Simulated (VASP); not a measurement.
# SrCl2: Cl into a neighbouring Cl vacancy, part 6 of 7

Aim: the barrier for one hop in SrCl2: Cl into a neighbouring Cl vacancy. The start is a cell from a database of measured crystal structures.

VASP 6.6.1; PBEsol; plane waves and PAW (Sr_sv, Cl).

So far. Step 3 (Relax the start): The run ended after 14 ionic steps, 0.823 eV below its first step, once the forces on the free atoms met EDIFFG = -0.05. Step 4 (Relax the end): The run ended after 14 ionic steps, 0.870 eV below its first step, once the forces on the free atoms met EDIFFG = -0.05.

## Step 5: Nudged elastic band

Images on a straight line between the ends relax across the path, while springs keep them spaced along it.

This cell carries charge +1, set by NELECT and balanced by a uniform background.

INCAR

```
SYSTEM = Sr12Cl23
PREC = Normal
ENCUT = 280
EDIFF = 1E-05
NELM = 120
ISMEAR = 0
SIGMA = 0.05
LREAL = Auto
ALGO = Fast
GGA = PS
NELECT = 280
NBANDS = 168
LWAVE = .FALSE.
LCHARG = .FALSE.
NCORE = 2
IMAGES = 3
SPRING = -5
IBRION = 1
POTIM = 0.3
NSW = 50
EDIFFG = -0.05
ISYM = 0
ISIF = 0
```

POSCAR

```
Sr12Cl23
1.0
    0.0000000000      6.9187414712      6.9187414712
    6.9187414712      0.0000000000      6.9187414712
   10.3781122068     10.3781122068      0.0000000000
Sr Cl
12 23
Direct
    0.9995835809      0.9995924001      0.0022308159
    0.0025357784      0.0025392641      0.3285943365
    0.0014189836      0.0013895837      0.6651717667
    0.9978365317      0.4977976114      0.0023812837
    0.9799279564      0.5054048359      0.3391856244
    0.0048795494      0.4988089155      0.6629028045
    0.4978292838      0.9974993454      0.0022508870
    0.5051528312      0.9805423456      0.3389471473
    0.4988991273      0.0050284122      0.6628265845
    0.5105531159      0.5103886340      0.9802297177
    0.5060960543      0.5058315015      0.3381838943
    0.4952688612      0.4954167183      0.6729944993
    0.3747943719      0.3751763330      0.5855653776
    0.3732357624      0.3732337402      0.9168821284
    0.3754361190      0.8731508725      0.2516681051
    0.3738414343      0.8719196532      0.5854790214
    0.3738520613      0.8798753847      0.9133981261
    0.8732741054      0.3756182358      0.2515758057
    0.8716791372      0.3741077367      0.5854528562
    0.8799234715      0.3741144962      0.9132036778
    0.8733019003      0.8732501148      0.2519215261
    0.8823756645      0.8822465072      0.5698332939
    0.8680160202      0.8679173990      0.9309708850
    0.1245013224      0.1243678779      0.0840230585
    0.1444217135      0.1442653113      0.4039007172
    0.1224394901      0.1225351913      0.7513114478
    0.1467680242      0.6042823212      0.0961630066
    0.1446804577      0.6051006515      0.4036483875
    0.1174004642      0.6299707986      0.7517250413
    0.6049696175      0.1466607205      0.0962248732
    0.6050722138      0.1446301818      0.4038224472
    0.6300728957      0.1173156738      0.7517088763
    0.6041259657      0.6045858857      0.0960335074
    0.6211042134      0.6209835795      0.4238697932
    0.6317748590      0.6319464859      0.7408355538
```

KPOINTS

```
Automatic mesh
0
Gamma
2 2 1
0 0 0
```

00/POSCAR

```
Sr12Cl23
1.0
    0.0000000000      6.9187414712      6.9187414712
    6.9187414712      0.0000000000      6.9187414712
   10.3781122068     10.3781122068      0.0000000000
Sr Cl
12 23
Direct
    0.9995835809      0.9995924001      0.0022308159
    0.0025357784      0.0025392641      0.3285943365
    0.0014189836      0.0013895837      0.6651717667
    0.9978365317      0.4977976114      0.0023812837
    0.9799279564      0.5054048359      0.3391856244
    0.0048795494      0.4988089155      0.6629028045
    0.4978292838      0.9974993454      0.0022508870
    0.5051528312      0.9805423456      0.3389471473
    0.4988991273      0.0050284122      0.6628265845
    0.5105531159      0.5103886340      0.9802297177
    0.5060960543      0.5058315015      0.3381838943
    0.4952688612      0.4954167183      0.6729944993
    0.3747943719      0.3751763330      0.5855653776
    0.3732357624      0.3732337402      0.9168821284
    0.3754361190      0.8731508725      0.2516681051
    0.3738414343      0.8719196532      0.5854790214
    0.3738520613      0.8798753847      0.9133981261
    0.8732741054      0.3756182358      0.2515758057
    0.8716791372      0.3741077367      0.5854528562
    0.8799234715      0.3741144962      0.9132036778
    0.8733019003      0.8732501148      0.2519215261
    0.8823756645      0.8822465072      0.5698332939
    0.8680160202      0.8679173990      0.9309708850
    0.1245013224      0.1243678779      0.0840230585
    0.1444217135      0.1442653113      0.4039007172
    0.1224394901      0.1225351913      0.7513114478
    0.1467680242      0.6042823212      0.0961630066
    0.1446804577      0.6051006515      0.4036483875
    0.1174004642      0.6299707986      0.7517250413
    0.6049696175      0.1466607205      0.0962248732
    0.6050722138      0.1446301818      0.4038224472
    0.6300728957      0.1173156738      0.7517088763
    0.6041259657      0.6045858857      0.0960335074
    0.6211042134      0.6209835795      0.4238697932
    0.6317748590      0.6319464859      0.7408355538
```

01/POSCAR

```
Sr12Cl23
1.0
    0.0000000000      6.9187414712      6.9187414712
    6.9187414712      0.0000000000      6.9187414712
   10.3781122068     10.3781122068      0.0000000000
Sr Cl
12 23
Direct
    1.0006166753      1.0007744102      0.0002187619
    0.0002554057      0.0001616011      0.3287123817
   -0.0018377302     -0.0015206717      0.6705643879
    0.9985574930      0.4970428128      0.0027740769
    0.9834474336      0.5087542171      0.3364366753
    0.0039142313      0.4995578941      0.6634409693
    0.4969402787      0.9985907084      0.0025856252
    0.5086892342      0.9839112297      0.3362122822
    0.4993187932      0.0043595996      0.6634103107
    0.5072727940      0.5073275190      0.9856308300
    0.5038426940      0.5037340682      0.3381919508
    0.4961489882      0.4966955905      0.6709849840
    0.3747108592      0.3752602536      0.5849175643
    0.3739821041      0.3742081894      0.9166622101
    0.3701729626      0.8783965257      0.2547042746
    0.3684600546      0.8777684313      0.5817810473
    0.3756292799      0.8775161120      0.9139823127
    0.8785769236      0.3702942669      0.2545746472
    0.8772653093      0.3690356614      0.5818679395
    0.8772263582      0.3759882448      0.9138899081
    0.8745618051      0.8743883050      0.2498095392
    0.8853703238      0.8855290937      0.5701502093
    0.8678963185      0.8679951135      0.9297157126
    0.1243744560      0.1244237706      0.0835239017
    0.1970251673      0.1968932423      0.3687653124
    0.1231827409      0.1235461528      0.7510704510
    0.1413968436      0.6101271107      0.0925551611
    0.1394747916      0.6102521054      0.4066622092
    0.1190923566      0.6275797064      0.7522633880
    0.6104880042      0.1414298860      0.0926283490
    0.6102930996      0.1395103493      0.4067219234
    0.6274009317      0.1194634880      0.7521240766
    0.6073262692      0.6080119408      0.0961072451
    0.6222895836      0.6222346263      0.4217537705
    0.6313648106      0.6318911978      0.7399866919
```

02/POSCAR

```
Sr12Cl23
1.0
    0.0000000000      6.9187414712      6.9187414712
    6.9187414712      0.0000000000      6.9187414712
   10.3781122068     10.3781122068      0.0000000000
Sr Cl
12 23
Direct
    1.0016497697      1.0019564204     -0.0017932920
   -0.0020249671     -0.0022160618      0.3288304270
   -0.0050944440     -0.0044309272      0.6759570091
    0.9992784543      0.4962880143      0.0031668701
    0.9869669108      0.5121035983      0.3336877261
    0.0029489132      0.5003068726      0.6639791341
    0.4960512736      0.9996820713      0.0029203634
    0.5122256372      0.9872801138      0.3334774170
    0.4997384590      0.0036907870      0.6639940368
    0.5039924721      0.5042664040      0.9910319424
    0.5015893338      0.5016366349      0.3382000072
    0.4970291152      0.4979744627      0.6689754687
    0.3746273465      0.3753441742      0.5842697509
    0.3747284458      0.3751826385      0.9164422918
    0.3649098062      0.8836421788      0.2577404440
    0.3630786748      0.8836172094      0.5780830732
    0.3774064984      0.8751568394      0.9145664993
    0.8838797419      0.3649702980      0.2575734888
    0.8828514814      0.3639635862      0.5782830229
    0.8745292448      0.3778619934      0.9145761384
    0.8758217099      0.8755264953      0.2476975522
    0.8883649830      0.8888116802      0.5704671246
    0.8677766168      0.8680728280      0.9284605402
    0.1242475896      0.1244796634      0.0830247450
    0.2496286210      0.2495211732      0.3336299076
    0.1239259918      0.1245571142      0.7508294542
    0.1360256631      0.6159719002      0.0889473156
    0.1342691256      0.6154035593      0.4096760309
    0.1207842490      0.6251886142      0.7528017348
    0.6160063909      0.1361990514      0.0890318249
    0.6155139854      0.1343905168      0.4096213997
    0.6247289677      0.1216113022      0.7525392770
    0.6105265726      0.6114379958      0.0961809828
    0.6234749538      0.6234856732      0.4196377478
    0.6309547621      0.6318359096      0.7391378300
```

03/POSCAR

```
Sr12Cl23
1.0
    0.0000000000      6.9187414712      6.9187414712
    6.9187414712      0.0000000000      6.9187414712
   10.3781122068     10.3781122068      0.0000000000
Sr Cl
12 23
Direct
    1.0026828641      1.0031384306     -0.0038053460
   -0.0043053398     -0.0045937248      0.3289484722
   -0.0083511578     -0.0073411826      0.6813496303
    0.9999994156      0.4955332158      0.0035596632
    0.9904863879      0.5154529795      0.3309387770
    0.0019835951      0.5010558512      0.6645172989
    0.4951622686      1.0007734342      0.0032551015
    0.5157620403      0.9906489980      0.3307425519
    0.5001581248      0.0030219745      0.6645777630
    0.5007121502      0.5012052889      0.9964330548
    0.4993359736      0.4995392016      0.3382080637
    0.4979092422      0.4992533349      0.6669659534
    0.3745438339      0.3754280948      0.5836219376
    0.3754747876      0.3761570876      0.9162223736
    0.3596466497      0.8888878320      0.2607766134
    0.3576972951      0.8894659876      0.5743850991
    0.3791837170      0.8727975667      0.9151506859
    0.8891825602      0.3596463291      0.2605723304
    0.8884376534      0.3588915110      0.5746981063
    0.8718321315      0.3797357420      0.9152623687
    0.8770816147      0.8766646856      0.2455855652
    0.8913596422      0.8920942668      0.5707840400
    0.8676569152      0.8681505424      0.9272053679
    0.1241207232      0.1245355561      0.0825255882
    0.3022320748      0.3021491042      0.2984945029
    0.1246692426      0.1255680756      0.7505884573
    0.1306544825      0.6218166896      0.0853394702
    0.1290634595      0.6205550132      0.4126898526
    0.1224761414      0.6227975219      0.7533400815
    0.6215247776      0.1309682169      0.0854353008
    0.6207348712      0.1292706844      0.4125208760
    0.6220570036      0.1237591163      0.7529544774
    0.6137268760      0.6148640509      0.0962547205
    0.6246603240      0.6247367200      0.4175217252
    0.6305447136      0.6317806215      0.7382889680
```

04/POSCAR

```
Sr12Cl23
1.0
    0.0000000000      6.9187414712      6.9187414712
    6.9187414712      0.0000000000      6.9187414712
   10.3781122068     10.3781122068      0.0000000000
Sr Cl
12 23
Direct
    1.0037159585      1.0043204407     -0.0058174000
   -0.0065857126     -0.0069713878      0.3290665175
   -0.0116078716     -0.0102514381      0.6867422515
    1.0007203769      0.4947784172      0.0039524564
    0.9940058651      0.5188023607      0.3281898279
    0.0010182770      0.5018048298      0.6650554637
    0.4942732635      1.0018647972      0.0035898397
    0.5192984433      0.9940178821      0.3280076868
    0.5005777907      0.0023531619      0.6651614892
    0.4974318283      0.4981441739      1.0018341671
    0.4970826133      0.4974417683      0.3382161202
    0.4987893692      0.5005322071      0.6649564381
    0.3744603212      0.3755120154      0.5829741242
    0.3762211293      0.3771315368      0.9160024553
    0.3543834933      0.8941334852      0.2638127829
    0.3523159154      0.8953147657      0.5706871250
    0.3809609356      0.8704382940      0.9157348725
    0.8944853784      0.3543223602      0.2635711719
    0.8940238255      0.3538194357      0.5711131896
    0.8691350182      0.3816094906      0.9159485990
    0.8783415195      0.8778028758      0.2434735783
    0.8943543015      0.8953768533      0.5711009554
    0.8675372135      0.8682282569      0.9259501955
    0.1239938568      0.1245914488      0.0820264314
    0.3548355286      0.3547770351      0.2633590981
    0.1254124934      0.1265790371      0.7503474605
    0.1252833019      0.6276614791      0.0817316247
    0.1238577935      0.6257064671      0.4157036743
    0.1241680338      0.6204064297      0.7538784282
    0.6270431643      0.1257373823      0.0818387766
    0.6259557570      0.1241508519      0.4154203522
    0.6193850396      0.1259069305      0.7533696777
    0.6169271795      0.6182901059      0.0963284582
    0.6258456942      0.6259877668      0.4154057025
    0.6301346652      0.6317253334      0.7374401061
```

The projector-augmented-wave data sets are Sr_sv and Cl (PBE family, release 64).

The run is started by

```console
mpirun -np 6 vasp_std
```

The program printed:

```text
[banner, memory and clock lines left out]
running    6 mpi-ranks, on    1 nodes
 each image running on    2 cores
 distrk:  each k-point on    2 cores,    1 groups
 distr:  one band on    2 cores,    1 groups

 POSCAR found type information on POSCAR SrCl
 01/POSCAR found :  2 types and      35 ions
 [... a notice as in an earlier step ...]

 LDA part: xc-table for (Slater+PW92), standard interpolation
 POSCAR found type information on POSCAR SrCl
 00/POSCAR found :  2 types and      35 ions
 POSCAR found type information on POSCAR SrCl
 04/POSCAR found :  2 types and      35 ions
 [... a notice as in an earlier step ...]

 POSCAR, INCAR and KPOINTS ok, starting setup
 FFT: planning ... GRIDC
 FFT: planning ... GRID_SOFT
 FFT: planning ... GRID
 WAVECAR not read
 entering main loop
       N       E                     dE             d eps       ncg     rms          rms(c)
DAV:   1     0.170452075252E+04    0.17045E+04   -0.93871E+04  1360   0.926E+02
DAV:   2     0.128049690932E+02   -0.16917E+04   -0.16486E+04  1672   0.266E+02
DAV:   3    -0.152403870613E+03   -0.16521E+03   -0.16455E+03  1664   0.777E+01
DAV:   4    -0.159921724395E+03   -0.75179E+01   -0.75075E+01  2168   0.171E+01
DAV:   5    -0.160403224274E+03   -0.48150E+00   -0.48144E+00  2064   0.301E+00BRMIX: very serious problems
 the old and the new charge density differ
 old charge density:   281.00000 new  280.00000
    0.530E+01
BRMIX: very serious problems
 the old and the new charge density differ
 old charge density:   281.00000 new  280.00000
BRMIX: very serious problems
 the old and the new charge density differ
 old charge density:   281.00000 new  279.99999
RMM:   6    -0.157947194082E+03    0.24560E+01   -0.54168E+00  1344   0.400E+00    0.311E+01
RMM:   7    -0.158088896339E+03   -0.14170E+00   -0.84263E+00  1492   0.487E+00    0.559E+00
RMM:   8    -0.158006357486E+03    0.82539E-01   -0.97080E-01  1532   0.188E+00    0.181E+00
RMM:   9    -0.158021412136E+03   -0.15055E-01   -0.22925E-01  2040   0.735E-01    0.108E+00
RMM:  10    -0.158031452201E+03   -0.10040E-01   -0.54824E-02  2102   0.373E-01    0.590E-01
RMM:  11    -0.158039173012E+03   -0.77208E-02   -0.30204E-02  2326   0.278E-01    0.497E-01
RMM:  12    -0.158040695574E+03   -0.15226E-02   -0.12683E-02  2394   0.157E-01    0.195E-01
RMM:  13    -0.158041993105E+03   -0.12975E-02   -0.62655E-03  2355   0.119E-01    0.180E-01
WARNING in EDDRMM: call to ZHEGV failed, returncode =   6  3    101
RMM:  14    -0.158042512994E+03   -0.51989E-03   -0.37331E-03  2383   0.831E-02    0.763E-02
RMM:  15    -0.158042638244E+03   -0.12525E-03   -0.11865E-03  2342   0.566E-02    0.510E-02
WARNING in EDDRMM: call to ZHEGV failed, returncode =   8  4     74
RMM:  16    -0.158042715803E+03   -0.77559E-04   -0.75663E-04  2248   0.404E-02    0.668E-02
WARNING in EDDRMM: call to ZHEGV failed, returncode =   8  4    125
WARNING in EDDRMM: call to ZHEGV failed, returncode =   6  3    119
WARNING in EDDRMM: call to ZHEGV failed, returncode =   8  4    122
RMM:  17    -0.158042742126E+03   -0.26323E-04   -0.28733E-04  2077   0.287E-02    0.111E-02
RMM:  18    -0.158042757326E+03   -0.15201E-04   -0.14323E-04  1888   0.210E-02    0.125E-02
RMM:  19    -0.158042768708E+03   -0.11381E-04   -0.11422E-04  1593   0.160E-02    0.111E-02
RMM:  20    -0.158042772466E+03   -0.37588E-05   -0.34877E-05  1185   0.117E-02
   1 F= -.15804277E+03 E0= -.15804277E+03  d E =-.158043E+03
 BRION: g(F)=  0.184E+00 g(S)=  0.000E+00
 bond charge predicted
       N       E                     dE             d eps       ncg     rms          rms(c)
DAV:   1    -0.158068512043E+03   -0.25743E-01   -0.23167E+00  1568   0.280E+00    0.797E-01
RMM:   2    -0.158074528703E+03   -0.60167E-02   -0.99270E-02  1355   0.592E-01    0.518E-01
RMM:   3    -0.158075228476E+03   -0.69977E-03   -0.10286E-02  1817   0.199E-01    0.280E-01
RMM:   4    -0.158075239424E+03   -0.10948E-04   -0.21574E-03  2147   0.793E-02    0.995E-02
RMM:   5    -0.158075369107E+03   -0.12968E-03   -0.12214E-03  2234   0.451E-02    0.309E-02
RMM:   6    -0.158075417200E+03   -0.48093E-04   -0.51132E-04  2120   0.293E-02    0.209E-02
RMM:   7    -0.158075445174E+03   -0.27974E-04   -0.24905E-04  1361   0.197E-02    0.126E-02
RMM:   8    -0.158075458393E+03   -0.13219E-04   -0.12457E-04  1183   0.145E-02    0.648E-03
RMM:   9    -0.158075466141E+03   -0.77478E-05   -0.77202E-05  1115   0.113E-02
   2 F= -.15807547E+03 E0= -.15807547E+03  d E =-.326937E-01
[...]
WARNING in EDDRMM: call to ZHEGV failed, returncode =   6  3    140
[... from here on, the cycles between the ionic steps are left out ...]
   3 F= -.15811432E+03 E0= -.15811432E+03  d E =-.388560E-01
   4 F= -.15811820E+03 E0= -.15811820E+03  d E =-.387428E-02
[...]
WARNING in EDDRMM: call to ZHEGV failed, returncode =   6  3    132
   5 F= -.15812735E+03 E0= -.15812735E+03  d E =-.914898E-02
[...]
WARNING in EDDRMM: call to ZHEGV failed, returncode =   6  3    117
WARNING in EDDRMM: call to ZHEGV failed, returncode =   6  3    116
   6 F= -.15813085E+03 E0= -.15813085E+03  d E =-.350853E-02
   7 F= -.15813436E+03 E0= -.15813436E+03  d E =-.350951E-02
   8 F= -.15813724E+03 E0= -.15813724E+03  d E =-.287269E-02
[...]
WARNING in EDDRMM: call to ZHEGV failed, returncode =   6  3    123
   9 F= -.15813985E+03 E0= -.15813985E+03  d E =-.260905E-02
[...]
WARNING in EDDRMM: call to ZHEGV failed, returncode =   6  3    120
WARNING in EDDRMM: call to ZHEGV failed, returncode =   6  3    128
[...]
WARNING in EDDRMM: call to ZHEGV failed, returncode =   6  3    139
  10 F= -.15814221E+03 E0= -.15814221E+03  d E =-.236124E-02
 BRION: g(F)=  0.145E-02 g(S)=  0.000E+00
 BRIONS problems: POTIM should be increased
 retain N=  1 mean eig=15.63
 eig:  15.629
 bond charge predicted
       N       E                     dE             d eps       ncg     rms          rms(c)
DAV:   1    -0.158140052381E+03    0.21474E-02   -0.12839E+00  1360   0.236E+00    0.570E-01
RMM:   2    -0.158143905853E+03   -0.38535E-02   -0.49904E-02  1344   0.518E-01    0.155E-01
RMM:   3    -0.158144460305E+03   -0.55445E-03   -0.61629E-03  1754   0.183E-01    0.175E-01
RMM:   4    -0.158144434065E+03    0.26240E-04   -0.10859E-03  2184   0.659E-02    0.940E-02
RMM:   5    -0.158144453855E+03   -0.19790E-04   -0.49385E-04  2139   0.373E-02    0.208E-02
WARNING in EDDRMM: call to ZHEGV failed, returncode =   6  3    140
WARNING in EDDRMM: call to ZHEGV failed, returncode =   8  4    116
RMM:   6    -0.158144471057E+03   -0.17202E-04   -0.19128E-04  1648   0.213E-02    0.147E-02
RMM:   7    -0.158144479622E+03   -0.85652E-05   -0.12065E-04  1598   0.167E-02    0.756E-03
RMM:   8    -0.158144483873E+03   -0.42511E-05   -0.48189E-05  1121   0.113E-02
  11 F= -.15814448E+03 E0= -.15814448E+03  d E =-.227745E-02
 BRION: g(F)=  0.114E-02 g(S)=  0.000E+00
 BRIONS problems: POTIM should be increased
 retain N=  1 mean eig=17.14
 eig:  17.144
 reached required accuracy - stopping structural energy minimisation
```

It took 6.7 min on 6 MPI ranks of Intel Xeon 6975P-C (Granite Rapids), shared host; peak memory 1.7 GiB; 37 min of CPU time.

(Continued in part 7 of 7.)

[Lines on the potential files, build, host, timing and source positions are cut from VASP's logs without a mark.]

[Logs are printed without paths, hosts, clocks, repeated set-up lines and the standing remarks that a program may print on its own settings, such as how far it seeks lower states.]

[Hosts, paths, dates, database ids (printed as entryN), source tags and the programs' standing remarks are cut or masked in the printed files.]

[Runs that stopped without an error message from VASP are left out.]
